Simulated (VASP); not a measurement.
# Te2Mo (P6_3/mmc) in VASP: single point with PBEsol

Aim: the single point of Te2Mo with PBEsol.

All numbers are computed with VASP 6.6.1; they aren't measurements. Logs are shortened: lines on timing, memory, paths and dates and some standing lists are left out, and cuts for length are marked.

### Step 1. The structure

Symmetry: P6_3/mmc, No. 194, hexagonal system. Conventional cell: a = 3.494 Å, b = 3.494 Å, c = 14.008 Å, α = 90.00°, β = 90.00°, γ = 120.00°. Te (site symmetry 3m) is surrounded by 3 Mo at 2.71 Å. Around Mo (site symmetry -6m2) lie 6 Te at 2.71 Å.

The cell is a database's computed one.

### Step 2. Single point, PBEsol, non-collinear spin, zero start, spin-orbit coupling

The input, INCAR:

```
PREC = Accurate
ENCUT = 520
EDIFF = 1E-6
ISMEAR = 0
SIGMA = 0.02
LREAL = F
LASPH = T
NELM = 80
ALGO = Normal
ISIF = 2
LWAVE = F
LCHARG = F
MAGMOM = 0 0 0 0 0 0 0 0 0 0 0 0 0 0 0 0 0 0
LORBIT = 11
LSORBIT = T
GGA_COMPAT = F
LMAXMIX = 4
GGA = PS
NBANDS = 68
```

The input, KPOINTS:

```
Automatic mesh
0
Gamma
  9 9 2
```

The input, POSCAR:

```
Te2Mo
1.0
    3.4939700000      0.0000000000      0.0000000000
   -1.7469800000      3.0258600000      0.0000000000
    0.0000000000      0.0000000000     14.0077600000
Te Mo
4 2
Direct
    0.3333300000      0.6666700000      0.6209600000
    0.6666700000      0.3333300000      0.1209600000
    0.6666700000      0.3333300000      0.3790400000
    0.3333300000      0.6666700000      0.8790400000
    0.3333300000      0.6666700000      0.2500000000
    0.6666700000      0.3333300000      0.7500000000
```

Potentials or basis: VASP PAW PBE potentials, release 64 (Te, Mo_sv).

Run with:

```bash
$ cat potpaw_PBE.64/Te/POTCAR potpaw_PBE.64/Mo_sv/POTCAR > POTCAR
$ mpirun -np 1 vasp_ncl > vasp.out
```

OUTCAR:

```text
PREC = Accurate
   ENCUT = 520
   EDIFF = 1E-6
   ISMEAR = 0
   LREAL = F
   LASPH = T
   NELM = 80
   ISIF = 2
   LORBIT = 11
   LSORBIT = T
   GGA = PS

 ion  position               nearest neighbor table
   1  0.333  0.667  0.621-   6 2.71   6 2.71   6 2.71   4 3.62
   2  0.667  0.333  0.121-   5 2.71   5 2.71   5 2.71   3 3.62
   3  0.667  0.333  0.379-   5 2.71   5 2.71   5 2.71   2 3.62
   4  0.333  0.667  0.879-   6 2.71   6 2.71   6 2.71   1 3.62
   5  0.333  0.667  0.250-   2 2.71   3 2.71   2 2.71   3 2.71   2 2.71   3 2.71
   6  0.667  0.333  0.750-   1 2.71   4 2.71   1 2.71   4 2.71   1 2.71   4 2.71

  LATTYP: Found a hexagonal cell.
 ALAT       =     3.4939700000
 C/A-ratio  =     4.0091242913

  Lattice vectors:

 A1 = (   3.4939700000,   0.0000000000,   0.0000000000)
 A2 = (  -1.7469800000,   3.0258600000,   0.0000000000)
 A3 = (   0.0000000000,   0.0000000000,  14.0077600000)

Analysis of symmetry for initial positions (statically):
=====================================================================
 Subroutine PRICEL returns:
 Original cell was already a primitive cell.

 Routine SETGRP: Setting up the symmetry group for a
 hexagonal supercell.

 Subroutine GETGRP returns: Found  8 space group operations
 (whereof  4 operations were pure point group operations)
 out of a pool of 24 trial point group operations.

The static configuration has the point symmetry C_2h.
 The point group associated with its full space group is D_2h.

Analysis of symmetry for dynamics (positions and initial velocities):
=====================================================================
 Subroutine PRICEL returns:
 Original cell was already a primitive cell.

 Routine SETGRP: Setting up the symmetry group for a
 hexagonal supercell.

 Subroutine GETGRP returns: Found  8 space group operations
 (whereof  4 operations were pure point group operations)
 out of a pool of 24 trial point group operations.

The dynamic configuration has the point symmetry C_2h.
 The point group associated with its full space group is D_2h.

Analysis of structural, dynamic, and magnetic symmetry:
=====================================================================
 Subroutine PRICEL returns:
 Original cell was already a primitive cell.

 Routine SETGRP: Setting up the symmetry group for a
 hexagonal supercell.

 Subroutine GETGRP returns: Found  8 space group operations
 (whereof  4 operations were pure point group operations)
 out of a pool of 24 trial point group operations.

The overall configuration has the point symmetry C_2h.
 The point group associated with its full space group is D_2h.

 Subroutine INISYM returns: Found  8 space group operations
 (whereof  4 operations are pure point group operations),
 and found     1 'primitive' translations

----------------------------------------------------------------------------------------

                                     Primitive cell

  volume of cell :     148.0937

  direct lattice vectors                    reciprocal lattice vectors
     3.493970000  0.000000000  0.000000000     0.286207380  0.165241805  0.000000000
    -1.746980000  3.025860000  0.000000000     0.000000000  0.330484556  0.000000000
     0.000000000  0.000000000 14.007760000     0.000000000  0.000000000  0.071389002

  length of vectors
     3.493970000  3.493961628 14.007760000     0.330483765  0.330484556  0.071389002

  position of ions in fractional coordinates (direct lattice)
     0.333330000  0.666670000  0.620960000
     0.666670000  0.333330000  0.120960000
     0.666670000  0.333330000  0.379040000
     0.333330000  0.666670000  0.879040000
     0.333330000  0.666670000  0.250000000
     0.666670000  0.333330000  0.750000000

  ion indices of the primitive-cell ions
   primitive index   ion index
                 1           1
[... 106 lines left out ...]
   LEPSILON=     F    determine dielectric tensor
   LRPA    =     F    only Hartree local field effects (RPA)
 Gauss-broadening in eV      SIGMA  =   0.02
  energy-cutoff  :      520.00
  volume of cell :      148.09
 maximum number of plane-waves:      8072
 NGX is ok and might be reduce to    28
   NGX = 13   NGY = 13   NGZ = 53

 number of electron      52.0000000 magnetization       0.0000000      0.0000000      0.0000000

 number of electron      51.9999997 magnetization      -0.0000000      0.0000000      0.0000000

 number of electron      51.9999997 magnetization       0.0000000     -0.0000000     -0.0000000

 Free energy of the ion-electron system (eV)
  ---------------------------------------------------
  ext. energy  EPLUGINS =         0.00000000
  ---------------------------------------------------
  free energy    TOTEN  =       -39.99844043 eV

  energy without entropy =      -39.99844043  energy(sigma->0) =      -39.99844043

 E-fermi :   8.2496     XC(G=0): -10.6332

 val. band max:        8.1433129223   @ k =   0.0000   0.0000   0.0000
 cond. band min:       8.9098409035   @ k =  -0.2222   0.4444   0.0000
 fundamental gap:      0.7665279812
 Fermi energy:         8.2496186887

 k-point     1 :       0.0000    0.0000    0.0000
  band No.  band energies     occupation
      1     -52.5442      1.00000
      2     -52.5442      1.00000
      3     -52.5442      1.00000
      4     -52.5442      1.00000
      5     -28.2862      1.00000
      6     -28.2862      1.00000
[... 1597 lines left out ...]
     63      10.5216      0.00000
     64      10.5216      0.00000

 [... further k-points ...]

 [bands above 64 left out]

------------------------ aborting loop because EDIFF is reached ----------------------------------------

  FORCE on cell =-STRESS in cart. coord.  units (eV):
  Direction    XX          YY          ZZ          XY          YZ          ZX
  --------------------------------------------------------------------------------------
  -------------------------------------------------------------------------------------
  Total        0.0882891      0.0888688      0.0568484      0.0005025      0.0000000     -0.0000000
  in kB        0.9551708      0.9614418      0.6150239      0.0054362      0.0000000     -0.0000000
  external PRESSURE =       0.8438788 kB  Pullay stress =       0.0000000 kB

 VOLUME and BASIS-vectors are now :
 -----------------------------------------------------------------------------
  energy-cutoff  :      520.00
  volume of cell :      148.09
      direct lattice vectors                 reciprocal lattice vectors
     3.493970000  0.000000000  0.000000000     0.286207380  0.165241805  0.000000000
    -1.746980000  3.025860000  0.000000000     0.000000000  0.330484556  0.000000000
     0.000000000  0.000000000 14.007760000     0.000000000  0.000000000  0.071389002

 POSITION                                       TOTAL-FORCE (eV/Angst)
 -----------------------------------------------------------------------------------
     -0.00001      2.01725      8.69826         0.000248     -0.000143     -0.014919
      1.74700      1.00861      1.69438        -0.000248      0.000143     -0.014919
      1.74700      1.00861      5.30950        -0.000248      0.000143      0.014919
     -0.00001      2.01725     12.31338         0.000248     -0.000143      0.014919
     -0.00001      2.01725      3.50194         0.000494     -0.000285     -0.000000
      1.74700      1.00861     10.50582        -0.000494      0.000285      0.000000
 -----------------------------------------------------------------------------------
    total drift:                               -0.000000      0.000000     -0.000000

  FREE ENERGIE OF THE ION-ELECTRON SYSTEM (eV)
  ---------------------------------------------------
  free  energy   TOTEN  =       -39.9984404266 eV

  energy  without entropy=      -39.9984404266  energy(sigma->0) =      -39.99844043

 Spin-Orbit-Coupling matrix elements

 Ion:    1  E_soc:     -0.2008045
 l=   1
     0.0000000    -0.0334410    -0.0330999
    -0.0334410     0.0000000    -0.0334410
    -0.0330999    -0.0334410     0.0000000
 l=   2
     0.0000000    -0.0000278     0.0000000    -0.0000278    -0.0001600
    -0.0000278     0.0000000    -0.0000875     0.0000259    -0.0000278
     0.0000000    -0.0000875     0.0000000    -0.0000875     0.0000000
    -0.0000278     0.0000259    -0.0000875     0.0000000    -0.0000278
    -0.0001600    -0.0000278     0.0000000    -0.0000278     0.0000000
 l=   3
     0.0000000     0.0000000     0.0000000     0.0000000     0.0000000     0.0000000     0.0000000
     0.0000000     0.0000000     0.0000000     0.0000000     0.0000000     0.0000000     0.0000000
     0.0000000     0.0000000     0.0000000     0.0000000     0.0000000     0.0000000     0.0000000
     0.0000000     0.0000000     0.0000000     0.0000000     0.0000000     0.0000000     0.0000000
[... 89 lines left out ...]
 l=   2
     0.0000000    -0.0005732     0.0000000    -0.0005732    -0.0039638
    -0.0005732     0.0000000    -0.0021371    -0.0005609    -0.0005732
     0.0000000    -0.0021371     0.0000000    -0.0021371     0.0000000
    -0.0005732    -0.0005609    -0.0021371     0.0000000    -0.0005732
    -0.0039638    -0.0005732     0.0000000    -0.0005732     0.0000000
 l=   3
     0.0000000     0.0000000     0.0000000     0.0000000     0.0000000     0.0000000     0.0000000
     0.0000000     0.0000000     0.0000000     0.0000000     0.0000000     0.0000000     0.0000000
     0.0000000     0.0000000     0.0000000     0.0000000     0.0000000     0.0000000     0.0000000
     0.0000000     0.0000000     0.0000000     0.0000000     0.0000000     0.0000000     0.0000000
     0.0000000     0.0000000     0.0000000     0.0000000     0.0000000     0.0000000     0.0000000
     0.0000000     0.0000000     0.0000000     0.0000000     0.0000000     0.0000000     0.0000000
     0.0000000     0.0000000     0.0000000     0.0000000     0.0000000     0.0000000     0.0000000

 total charge

# of ion       s       p       d       tot
------------------------------------------
    1        1.386   1.975   0.066   3.427
    2        1.386   1.975   0.066   3.427
    3        1.386   1.975   0.066   3.427
    4        1.386   1.975   0.066   3.427
    5        2.258   6.150   4.008  12.417
    6        2.258   6.150   4.008  12.417
--------------------------------------------------
tot         10.060  20.200   8.282  38.542

 magnetization (x)

# of ion       s       p       d       tot
------------------------------------------
    1        0.000   0.000  -0.000   0.000
    2       -0.000  -0.000   0.000  -0.000
    3        0.000   0.000  -0.000   0.000
    4       -0.000  -0.000   0.000  -0.000
    5       -0.000   0.000   0.000  -0.000
    6        0.000  -0.000   0.000  -0.000
--------------------------------------------------
tot         -0.000  -0.000   0.000  -0.000

 magnetization (y)

# of ion       s       p       d       tot
------------------------------------------
    1        0.000   0.000  -0.000   0.000
    2       -0.000  -0.000   0.000  -0.000
    3        0.000   0.000  -0.000   0.000
    4       -0.000  -0.000   0.000  -0.000
    5       -0.000   0.000   0.000   0.000
    6       -0.000  -0.000   0.000   0.000
--------------------------------------------------
tot          0.000  -0.000   0.000   0.000

 magnetization (z)

# of ion       s       p       d       tot
------------------------------------------
    1        0.000   0.000   0.000   0.000
    2        0.000   0.000   0.000   0.000
    3        0.000   0.000   0.000   0.000
    4        0.000   0.000   0.000   0.000
    5        0.000   0.000   0.000   0.000
    6        0.000   0.000   0.000   0.000
--------------------------------------------------
tot          0.000   0.000   0.000   0.000
```

It took 17 min on 1 thread of AMD EPYC 9R14 (Zen 4), shared host; peak memory 1 GiB.

Results:

* Free energy: -39.9984 eV
* Pressure: 0.1 GPa
* Largest force: 0.015 eV/Å
* Net moment: 0.00 μB per cell
* Valence electrons inside the program's atomic spheres: Te 3.43; Mo 12.42

Forces in eV/Å, atoms in the order of the input:
```
Te   0.000  0.000 -0.015
Te   0.000  0.000 -0.015
Te   0.000  0.000  0.015
Te   0.000  0.000  0.015
Mo   0.000  0.000  0.000
Mo   0.000  0.000  0.000
```

Moments on the atoms (μB; x, y, z):
```
Te  0.00 0.00 0.00
Te  0.00 0.00 0.00
Te  0.00 0.00 0.00
Te  0.00 0.00 0.00
Mo  0.00 0.00 0.00
Mo  0.00 0.00 0.00
```

Caveat: the PAW data sets were made with another functional, which shifts forces and pressure a little; this functional lacks dispersion, which binds the layers, so the pressure and a relaxed spacing across them are unreliable.
